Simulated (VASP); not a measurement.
# Al (P6_3/mmc) in VASP: further runs, part 2 of 2

VASP 6.6.1. The steps go on from the part before.

### 3 Single point, PBEsol

The input, INCAR:

```
SYSTEM = Al
PREC = Accurate ; ENCUT = 520
EDIFF = 1E-6 ; ISMEAR = 0
SIGMA = 0.1 ; LREAL = .False.
LASPH = .True. ; NELM = 100
ALGO = Normal ; ISIF = 2
LWAVE = .False. ; LCHARG = .False.
GGA = PS ; NBANDS = 10
```

The input, KPOINTS:

```
Automatic mesh
0
Gamma
  18 18 10
  0 0 0
```

The input, POSCAR:

```
Al
1.0
    2.8633495100      0.0000000000      0.0000000000
   -1.4316747500      2.4797334100      0.0000000000
    0.0000000000      0.0000000000      4.6758497400
Al
2
Direct
    0.3333333300      0.6666666700      0.2500000000
    0.6666666700      0.3333333300      0.7500000000
```

Potentials or basis: VASP PAW PBE potentials, release 64 (Al).

Run with:

```
$ cat potpaw_PBE.64/Al/POTCAR > POTCAR
$ mpirun -np 1 vasp_std > vasp.out
```

OUTCAR:

```text
SYSTEM = Al
   PREC = Accurate
   ENCUT = 520
   EDIFF = 1E-6
   ISMEAR = 0
   LREAL = .False.
   LASPH = .True.
   NELM = 100
   ISIF = 2
   GGA = PS

 ion  position               nearest neighbor table
   1  0.333  0.667  0.250-   2 2.86   2 2.86   2 2.86   2 2.86   2 2.86   2 2.86
   2  0.667  0.333  0.750-   1 2.86   1 2.86   1 2.86   1 2.86   1 2.86   1 2.86

  LATTYP: Found a hexagonal cell.
 ALAT       =     2.8633495100
 C/A-ratio  =     1.6329999966

  Lattice vectors:

 A1 = (   2.8633495100,   0.0000000000,   0.0000000000)
 A2 = (  -1.4316747500,   2.4797334100,   0.0000000000)
 A3 = (   0.0000000000,   0.0000000000,   4.6758497400)

Analysis of symmetry for initial positions (statically):
=====================================================================
 Subroutine PRICEL returns:
 Original cell was already a primitive cell.

 Routine SETGRP: Setting up the symmetry group for a
 hexagonal supercell.

 Subroutine GETGRP returns: Found 24 space group operations
 (whereof 12 operations were pure point group operations)
 out of a pool of 24 trial point group operations.

The static configuration has the point symmetry D_3d.
 The point group associated with its full space group is D_6h.

[... 167 lines left out ...]
 fundamental gap:      0.0063103650
 Fermi energy:         7.8907874078

 k-point     1 :       0.0000    0.0000    0.0000
  band No.  band energies     occupation
      1      -3.2035      2.00000
      2       3.3201      2.00000
      3       3.5148      2.00000
      4      18.3878      0.00000
      5      18.3878      0.00000
      6      18.8122      0.00000
      7      18.8122      0.00000
      8      19.9395      0.00000
      9      21.8207      0.00000
     10      22.0900      0.00000
[... 287 lines left out ...]
 k-point    24 :       0.3889    0.1111    0.0000
  band No.  band energies     occupation
      1       1.6811      2.00000
      2       4.2237      2.00000
      3       7.8893      1.01669
      4       8.3000      0.00000
      5      10.1658      0.00000
      6      10.5292      0.00000
      7      11.5679      0.00000
      8      16.8137      0.00000
      9      16.9842      0.00000
     10      18.1867      0.00000

 [... further k-points ...]
[... 5 lines left out ...]
  --------------------------------------------------------------------------------------
  -------------------------------------------------------------------------------------
  Total       -0.2508394     -0.2508394     -0.2811474     -0.0000000     -0.0000000      0.0000000
  in kB      -12.1050462    -12.1050461    -13.5676523     -0.0000000     -0.0000000      0.0000000
  external PRESSURE =     -12.5925815 kB  Pullay stress =       0.0000000 kB

 VOLUME and BASIS-vectors are now :
 -----------------------------------------------------------------------------
  energy-cutoff  :      520.00
  volume of cell :       33.20
      direct lattice vectors                 reciprocal lattice vectors
     2.863349510  0.000000000  0.000000000     0.349241333  0.201634577  0.000000000
    -1.431674750  2.479733410  0.000000000     0.000000000  0.403269156  0.000000000
     0.000000000  0.000000000  4.675849740     0.000000000  0.000000000  0.213864871

 POSITION                                       TOTAL-FORCE (eV/Angst)
 -----------------------------------------------------------------------------------
     -0.00000      1.65316      1.16896         0.000000     -0.000000      0.000000
      1.43167      0.82658      3.50689        -0.000000      0.000000      0.000000
 -----------------------------------------------------------------------------------
    total drift:                                0.000000     -0.000000     -0.000000

  FREE ENERGIE OF THE ION-ELECTRON SYSTEM (eV)
  ---------------------------------------------------
  free  energy   TOTEN  =        -8.1140329818 eV

  energy  without entropy=       -8.1083658306  energy(sigma->0) =       -8.11119941
```

OSZICAR:

```text
N       E                     dE             d eps       ncg     rms          rms(c)
DAV:   1    -0.581230910098E+00   -0.58123E+00   -0.23185E+03  4440   0.472E+02
DAV:   2    -0.800187666443E+01   -0.74206E+01   -0.71229E+01  5896   0.541E+01
DAV:   3    -0.817251904731E+01   -0.17064E+00   -0.16514E+00  5836   0.651E+00
DAV:   4    -0.817322413225E+01   -0.70508E-03   -0.70494E-03  5360   0.469E-01
DAV:   5    -0.817322959762E+01   -0.54654E-05   -0.54657E-05  5380   0.422E-02    0.192E+00
DAV:   6    -0.813767744630E+01    0.35552E-01   -0.47747E-03  4962   0.327E-01    0.109E+00
DAV:   7    -0.811417933898E+01    0.23498E-01   -0.11963E-02  4784   0.499E-01    0.194E-01
DAV:   8    -0.811403576798E+01    0.14357E-03   -0.13528E-04  6188   0.661E-02    0.161E-02
DAV:   9    -0.811403387356E+01    0.18944E-05   -0.10520E-06  5038   0.575E-03    0.217E-03
DAV:  10    -0.811403298175E+01    0.89181E-06   -0.47068E-08  2886   0.114E-03
   1 F= -.81140330E+01 E0= -.81111994E+01  d E =-.566715E-02
```

stdout:

```text
POSCAR found type information on POSCAR Al
 POSCAR found :  1 types and       2 ions
 scaLAPACK will be used
 -----------------------------------------------------------------------------
|                                                                             |
|                                                                             |
|     You enforced a specific xc type in the INCAR file but a different       |
|     I HOPE YOU KNOW WHAT YOU ARE DOING!                                     |
|                                                                             |
 -----------------------------------------------------------------------------

 LDA part: xc-table for (Slater+PW92), standard interpolation
 POSCAR, INCAR and KPOINTS ok, starting setup
 FFT: planning ... GRIDC
 FFT: planning ... GRID_SOFT
 FFT: planning ... GRID
 WAVECAR not read
 entering main loop
```

Run time: 14 s. Hardware: 1 thread of Intel Xeon 6975P-C (Granite Rapids), shared host; peak memory 0.18 GiB.

What came out:

```
Free energy            : -8.1140 eV
Pressure               : -1.3 GPa
Band gap on the k mesh : none (metal or under the smearing width)
```

Caveat: the PAW data sets were made with another functional, which shifts forces and pressure a little.

### 4 Relaxation of cell and atoms, PBEsol

The input, INCAR:

```
SYSTEM = Al
PREC = Accurate ; ENCUT = 580
EDIFF = 1E-7 ; ISMEAR = 0
SIGMA = 0.1 ; LREAL = .False.
LASPH = .True. ; NELM = 100
ALGO = Normal ; ISIF = 3
LWAVE = .False. ; LCHARG = .False.
GGA = PS ; IBRION = 2
NSW = 90 ; EDIFFG = -0.005
```

KPOINTS is that of step 3.

POSCAR is that of step 3.

Run with:

```
$ cat potpaw_PBE.64/Al/POTCAR > POTCAR
$ mpirun -np 1 vasp_std > vasp.out
```

It took 40 s on 1 thread of Intel Xeon 6975P-C (Granite Rapids), shared host; peak memory 0.19 GiB.

Results (log left out):

| Property | Result |
| --- | --- |
| Free energy | -8.1164 eV |
| Relaxed volume | 16.33 Å³/atom |
| Relaxed cell | a = 2.851 Å, b = 2.851 Å, c = 4.639 Å, α = 90.00°, β = 90.00°, γ = 120.00° |
| Space group after relaxing (to 0.05 Å) | P6_3/mmc (No. 194) |
| Energy gained by relaxing | 1.1 meV/atom |
| Ionic steps | 6 |
| Pressure after relaxing | 0.0 GPa |
| Band gap on the k mesh | none (metal or under the smearing width) |

Step by step:
```
step  energy change (eV)  largest force (eV/Å)  pressure (GPa)  volume (Å³)
   1              0.0000                0.0000           -1.26        33.20
   2             -0.0022                0.0000            0.18        32.58
   3             -0.0022                0.0000            0.01        32.65
   4             -0.0022                0.0000           -0.02        32.66
   5             -0.0022                0.0000           -0.02        32.66
   6             -0.0022                0.0000           -0.02        32.66
```

Final structure:
```
Al
1.0
     2.85111    0.00000    0.00000
    -1.42556    2.46914    0.00000
     0.00000    0.00000    4.63935
Al
2
Direct
  0.33333 0.66667 0.25000
  0.66667 0.33333 0.75000
```

Levels at points of the mesh, in eV from the Fermi level:
```csv
k point,band 1,band 2,band 3,band 4,band 5,band 6,band 7
"(0.00, 0.00, 0.00)",-11.21,-4.62,-4.36,10.57,10.57,10.97,10.97
"(0.50, 0.00, 0.00)",-5.37,-5.19,0.60,1.18,1.48,1.80,5.58
"(0.00, 0.00, 0.50)",-9.50,-9.50,3.52,3.52,11.81,11.81,11.81
"(0.50, 0.00, 0.50)",-3.97,-3.97,-3.24,-3.24,7.05,7.05,7.60
```

Caveat: the PAW data sets were made with another functional, which shifts forces and pressure a little.

### 5 Relaxation of cell and atoms, RPBE

The input, INCAR:

```
SYSTEM = Al
PREC = Accurate ; ENCUT = 600
EDIFF = 1E-7 ; ISMEAR = 0
SIGMA = 0.1 ; LREAL = .False.
LASPH = .True. ; NELM = 100
ALGO = Normal ; ISIF = 3
LWAVE = .False. ; LCHARG = .False.
GGA = RP ; IBRION = 2
NSW = 90 ; EDIFFG = -0.005
```

KPOINTS is that of step 4.

POSCAR is that of step 4.

Run with:

```
$ cat potpaw_PBE.64/Al/POTCAR > POTCAR
$ mpirun -np 1 vasp_std > vasp.out
```

Run time: 42 s. Hardware: 1 thread of Intel Xeon 6975P-C (Granite Rapids), shared host; peak memory 0.18 GiB.

Results (log left out):

| Quantity | Value |
| --- | --- |
| Free energy | -6.9496 eV |
| Relaxed volume | 16.92 Å³/atom |
| Relaxed cell | a = 2.884 Å, b = 2.884 Å, c = 4.696 Å, α = 90.00°, β = 90.00°, γ = 120.00° |
| Space group after relaxing (to 0.05 Å) | P6_3/mmc (No. 194) |
| Energy gained by relaxing | 1.3 meV/atom |
| Ionic steps | 6 |
| Pressure after relaxing | 0.0 GPa |
| Band gap on the k mesh | none (metal or under the smearing width) |

The path:
| step | energy change (eV) | largest force (eV/Å) | pressure (GPa) | volume (Å³) |
| --- | --- | --- | --- | --- |
| 1 | 0.0000 | 0.0000 | 1.40 | 33.20 |
| 2 | -0.0026 | 0.0000 | -0.17 | 33.90 |
| 3 | -0.0027 | 0.0000 | 0.00 | 33.82 |
| 4 | -0.0027 | 0.0000 | -0.03 | 33.83 |
| 5 | -0.0027 | 0.0000 | -0.03 | 33.83 |
| 6 | -0.0027 | 0.0000 | -0.03 | 33.83 |

Final structure:
```
CELL_PARAMETERS angstrom
2.88428 0.00000 0.00000
-1.44214 2.49786 0.00000
0.00000 0.00000 4.69603
ATOMIC_POSITIONS crystal
Al 0.33333 0.66667 0.25000
Al 0.66667 0.33333 0.75000
```

Levels at points of the mesh, in eV from the Fermi level:
```
           k point  band 1  band 2  band 3  band 4  band 5  band 6  band 7
(0.00, 0.00, 0.00)  -10.98   -4.51   -4.30   10.35   10.35   10.79   10.79
(0.50, 0.00, 0.00)   -5.27   -5.06    0.60    1.13    1.50    1.73    5.46
(0.00, 0.00, 0.50)   -9.31   -9.31    3.44    3.44   11.61   11.61   11.61
(0.50, 0.00, 0.50)   -3.88   -3.88   -3.19   -3.19    6.90    6.90    7.49
```

Caveat: the PAW data sets were made with another functional, which shifts forces and pressure a little.

### 6 Overview

| task | level | cell | k mesh | cutoff (eV) | mesh quality | gap on the mesh (eV) | pressure (GPa) | relaxed volume (Å³/atom) |
| --- | --- | --- | --- | --- | --- | --- | --- | --- |
| relaxation of cell and atoms | PBEsol | relaxed | 6 × 6 × 4 | 600 | coarse | none | 0.0 | 16.33 |
| single point | PBEsol | as given | 18 × 18 × 10 | 520 | not flagged | none | -1.3 | - |
| relaxation of cell and atoms | PBEsol | relaxed | 18 × 18 × 10 | 580 | not flagged | none | 0.0 | 16.33 |
| relaxation of cell and atoms | RPBE | relaxed | 18 × 18 × 10 | 600 | not flagged | none | 0.0 | 16.92 |

Alike in all rows: potentials or basis VASP PAW PBE potentials, release 64 (Al); no spin polarisation; smearing gaussian 0.1 eV.

Caveats: some runs use coarse meshes; the PAW data sets were made with another functional, which shifts forces and pressure a little.

Total energies depend on the potentials used, so only differences within one code and one set of settings carry meaning.
